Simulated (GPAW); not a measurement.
# GaN (P6_3mc) in GPAW: further runs, part 2 of 2

GPAW 26.7.0. The steps go on from the part before.

### 4 One-shot levels of the hybrid HSE06, PBE

The input, run.py:

```python
import numpy as np
from ase import Atoms
from ase.dft.bandgap import bandgap
from ase.io import write
from ase.units import GPa
from gpaw import GPAW, PW
from gpaw.hybrids import NonSelfConsistentHybridXCCalculator
from gpaw.hybrids.energy import non_self_consistent_energy

atoms = Atoms(['Ga', 'Ga', 'N', 'N'],
              cell=[[3.18, 0.0, 0.0],
                    [-1.59, 2.753960784, 0.0],
                    [0.0, 0.0, 5.166]],
              scaled_positions=[[0.6666666667, 0.3333333333, 0.5],
                                [0.3333333333, 0.6666666667, 0.0],
                                [0.6666666667, 0.3333333333, 0.875],
                                [0.3333333333, 0.6666666667, 0.375]],
              pbc=True)

calc = GPAW(mode=PW(600),
            xc='PBE',
            kpts={'size': (6, 6, 3), 'gamma': True},
            occupations={'name': 'fermi-dirac', 'width': 0.05},
            nbands=20,
            convergence={'density': 1e-05, 'energy': 1e-05, 'bands': 16, 'eigenstates': 1e-07},
            maxiter=150,
            txt='gpaw.txt')
atoms.calc = calc
energy = atoms.get_potential_energy()
forces = atoms.get_forces()
stress = atoms.get_stress()
calc.write('gs.gpw')
write('result.traj', atoms)
print(f'Energy: {energy:.6f} eV')
print('Forces (eV/A):')
print(forces.round(4))
print('Stress (GPa):', (stress / GPa).round(3))
print('Fermi level:', round(calc.get_fermi_level(), 4), 'eV')
print(f'Gap: {bandgap(calc)[0]:.4f} eV, direct: {bandgap(calc, direct=True)[0]:.4f} eV')

for xc in ['HSE06', 'YS-PBE0', 'EXX']:
    e = non_self_consistent_energy(calc, xc).sum()
    print(f'{xc} energy on these orbitals: {e:.6f} eV')
    nsc = NonSelfConsistentHybridXCCalculator.from_dft_calculation(
        calc.dft, xc, log=f'levels-{xc}.txt')
    dft_skn, hyb_skn = nsc.calculate(calc.dft.ibzwfs, 0, 16)
    np.savetxt(f'levels-{xc}.dat', hyb_skn.reshape((-1, hyb_skn.shape[-1])), fmt='%.4f')
```

Potentials or basis: GPAW PAW data sets (gpaw-data 1.2.1), pw.

Launch:

```sh
$ OMP_NUM_THREADS=1 python run.py
```

gpaw.txt:

```text
__  _  _
 | _ |_)|_||  |
 |__||  | ||/\| - 26.7.0

Input parameters:
  mode=PW(ecut=600.0),
  convergence={'density': 1e-05, 'energy': 1e-05, 'bands': 16, 'eigenstates': 1e-07},
  kpts=MonkhorstPack(size=(6, 6, 3), gamma=True),
  maxiter=150,
  nbands=20,
  occupations=Occupations(name='fermi-dirac', width=0.05),
  xc=XC(name='PBE')

Diagonalizing LCAO Hamiltonian
Converting LCAO to pw mode

           N

           Ga
        N

        Ga

Atoms  # Å, Bohr magnetons
|   | symbol |         x |        y |        z |    initial magnetic moments |
|---|--------|-----------|----------|----------|-----------------------------|
| 0 |     Ga |  1.590000 | 0.917987 | 2.583000 | ( 0.0000,  0.0000,  0.0000) |
| 1 |     Ga | -0.000000 | 1.835974 | 0.000000 | ( 0.0000,  0.0000,  0.0000) |
| 2 |      N |  1.590000 | 0.917987 | 4.520250 | ( 0.0000,  0.0000,  0.0000) |
| 3 |      N | -0.000000 | 1.835974 | 1.937250 | ( 0.0000,  0.0000,  0.0000) |

Unit cell  # Å
| periodic |         x |        y |        z |  lengths |     angles |
|----------|-----------|----------|----------|----------|------------|
|      yes |  3.180000 | 0.000000 | 0.000000 | 3.180000 |  90.000000 |
|      yes | -1.590000 | 2.753961 | 0.000000 | 3.180000 |  90.000000 |
|      yes |  0.000000 | 0.000000 | 5.166000 | 5.166000 | 120.000000 |

Number of symmetries: 6
Symmetry operations  # r_c * U_cc + t_c -> r_c
|   | kind |            matrix            |
|---|------|------------------------------|
| 0 |  σ   |  1, 1, 0,  0,-1, 0,  0, 0, 1 |
[... 134 lines left out ...]
maximum number of iterations: 150

SCF iterations
|iter     | |      energy | eigst |  dens |
|---------|-|-------------|-------|-------|
|iter:   1| |  -27.387448 | +0.93 |       |
|iter:   2| |  -26.430373 | -0.22 | -0.57 |
|iter:   3| |  -23.812923 | -0.41 | -0.62 |
|iter:   4| |  -23.810011 | -2.81 | -1.30 |
|iter:   5| |  -23.811296 | -3.17 | -1.57 |
|iter:   6| |  -23.811329 | -5.11 | -2.87 |
|iter:   7| |  -23.811350c| -5.70 | -3.19 |
|iter:   8| |  -23.811350c| -6.96 | -4.19 |
|iter:   9| |  -23.811350c| -6.99 | -4.46 |
|iter:  10| |  -23.811350c| -7.54c| -4.96 |
|iter:  11| |  -23.811350c| -8.70c| -5.71c|

Converged in 11 steps
Energy contributions relative to reference atoms: (reference = -108732.786066)

Energy contributions:
  Kinetic:          69.446530
  Coulomb:         -60.219561
  Zero:              0.116445
  External:          0.000000
  Xc:              -33.154764
  Entropy:          -0.000000
  Spinorbit:         0.000000
  ----------------------------
  Free energy:     -23.811350
  Extrapolated:    -23.811350

dipole moment: (-0.000024, -0.000039, -11.586353)  # |e|*Ang

Fermi level: 7.562
Eigenvalues  # (at kpt = [0.000, 0.000, 0.000])
| band index |      eig [eV] | occ [0-2] |
|------------|---------------|-----------|
|          0 |        -9.450 |     2.000 |
|          1 |        -7.069 |     2.000 |
|          2 |        -0.529 |     2.000 |
|          3 |         5.513 |     2.000 |
|          4 |         5.513 |     2.000 |
|          5 |         6.509 |     2.000 |
[... 8 lines left out ...]
|         14 |        18.416 |     0.000 |
|         15 |        18.416 |     0.000 |
|        ... |               |           |
|         19 |        24.207 |     0.000 |

Gap: 2.049 eV
Transition (v -> c):
  (s=0, k=0, n=7, [0.00, 0.00, 0.00]) -> (s=0, k=0, n=8, [0.00, 0.00, 0.00])
No difference between direct/indirect transitions

Forces  # eV/Ang
|       x |        y |        z |
|---------|----------|----------|
| 0.00000 |  0.00000 | -0.17994 |  # Ga   0
| 0.00000 |  0.00000 | -0.17997 |  # Ga   1
| 0.00000 | -0.00000 |  0.17578 |  # N    2
| 0.00000 | -0.00000 |  0.17578 |  # N    3

Stress tensor  # eV/Ang^3
|         x |         y |         z |
|-----------|-----------|-----------|
| -0.055782 |  0.000000 | -0.000000 |
|  0.000000 | -0.055782 |  0.000000 |
| -0.000000 |  0.000000 | -0.069568 |

# Writing to gs.gpw (mode='')
```

stdout:

```text
Energy: -23.811350 eV
Forces (eV/A):
[[ 0.      0.     -0.1799]
 [ 0.      0.     -0.18  ]
 [ 0.     -0.      0.1758]
 [ 0.     -0.      0.1758]]
Stress (GPa): [ -8.937  -8.937 -11.146   0.     -0.      0.   ]
Fermi level: 7.5624 eV
Gap: 2.0488 eV, direct: 2.0488 eV
IBZ(<points: 17, symmetries: 6>)
Occupied bands: 8
DFT energy: -23.811350076308223 eV
minus DFT-XC energy: 33.15476429185322 eV
Core-core contribution:          -1051.994
Valence-core contribution:          -8.528
Valence-valence contribution:      -34.264
HSE06 energy on these orbitals: -50.423436 eV
IBZ(<points: 17, symmetries: 6>)
Occupied bands: 8
DFT energy: -23.811350076308223 eV
minus DFT-XC energy: 33.15476429185322 eV
Core-core contribution:          -1051.994
Valence-core contribution:          -8.528
Valence-valence contribution:      -33.253
YS-PBE0 energy on these orbitals: -611.981551 eV
IBZ(<points: 17, symmetries: 6>)
Occupied bands: 8
DFT energy: -23.811350076308223 eV
minus DFT-XC energy: 33.15476429185322 eV
Core-core contribution:          -4207.975
Valence-core contribution:         -34.113
Valence-valence contribution:     -163.399
EXX energy on these orbitals: 67.968409 eV
```

levels-HSE06.txt:

```text
IBZ(<points: 17, symmetries: 6>)
Occupied bands: 8
Calculating eigenvalues:
  k-points: 17
  Bands: 0-15 (inclusive)
HSE06-eigenvalue shifts:
  min: -2.345 eV
  ave: -0.315 eV
  max: 1.018 eV
```

It took 12 min on 1 thread of Arm Neoverse V1, shared host; peak memory 0.44 GiB.

Results:

* Free energy: -23.8114 eV
* Pressure: 9.7 GPa
* Largest force: 0.180 eV/Å
* Band gap on the k mesh: 2.05 eV, direct
* Band gap of the one-shot hybrid: 3.24 eV
* Direct band gap of the one-shot hybrid: 3.24 eV

Forces in eV/Å, atoms in the order of the input:
```
Ga   0.000  0.000 -0.180
Ga   0.000  0.000 -0.180
N    0.000  0.000  0.176
N    0.000  0.000  0.176
```

Levels at points of the mesh, in eV from the valence-band top:
```tsv
k point	band 6	band 7	band 8	band 9	band 10	band 11
(0.00, 0.00, 0.00)	-0.07	0.00	0.00	2.05	4.39	9.36
(0.50, 0.50, 0.00)	-2.75	-2.29	-0.98	5.14	5.69	6.16
```

Band gaps from one-shot exact exchange on these states (eV): hse06 3.24, ys_pbe0 3.45, hf 9.69

Caveat: the k mesh is coarse; the cutoff is short for stress and forces, so pressures can be off by a GPa or more; energy and the plain gap are those of the semilocal run; the hybrids' values are one shot on its orbitals and mesh.

### 5 Overview

```tsv
task	level	potentials or basis	spin	k mesh	cutoff (eV)	eigensolver	band path	band points	spin axis theta (degrees)	spin axis phi (degrees)	gap on the mesh (eV)	pressure (GPa)	largest force (eV/Å)
band structure	BLYP	PAW data sets generated in the run's folder for this functional, pw	SOC, no magnetisation	7 × 7 × 4	800	davidson	GMKGALHA,LM,KH	60	0	0	2.20	19.9	0.17
equation of state	PBE	PAW data sets generated in the run's folder for this functional, pw	off	7 × 7 × 4	800	-	-	-	-	-	-	-	-
one-shot levels of the hybrid HSE06	PBE	GPAW PAW data sets (gpaw-data 1.2.1), pw	off	6 × 6 × 3	600	-	-	-	-	-	2.05	9.7	0.18
```

Alike in all rows: cell as given; smearing fermi-dirac 0.05 eV.

Caveats: spin-orbit coupling was added after a scalar SCF, so levels and gaps hold it while energy, forces, pressure and moments don't (some runs); this program's spin-orbit splittings come out too wide for heavy elements (some runs); so large a pressure means that the cell lies far from this level's equilibrium, or that cutoff or potentials fall short (some runs); the cutoff is short for stress and forces, so pressures can be off by a GPa or more (some runs).

Total energies depend on the potentials used, so only differences within one code and one set of settings carry meaning.

### 6 Comparison with measurements

Step 2. Measured gap of GaN: 3.503 eV (direct; quoted in “Studying electronic properties in GaN without electrical contacts using γ-γ vs e−-γ Perturbed Angular Correlations”, 2019, pmc:6823545). This calculation gives 2.20 eV (-1.30 eV). The value is that of BLYP, without temperature or zero-point motion. Semilocal functionals fall short of measured gaps as a rule.

Step 4. A measured gap of GaN is 3.503 eV (direct; quoted in “Studying electronic properties in GaN without electrical contacts using γ-γ vs e−-γ Perturbed Angular Correlations”, 2019, pmc:6823545); the calculated 2.05 eV misses it by -1.45 eV. Spin-orbit coupling on Ga is left out. The value is that of PBE, without temperature or zero-point motion. Semilocal functionals fall short of measured gaps as a rule.
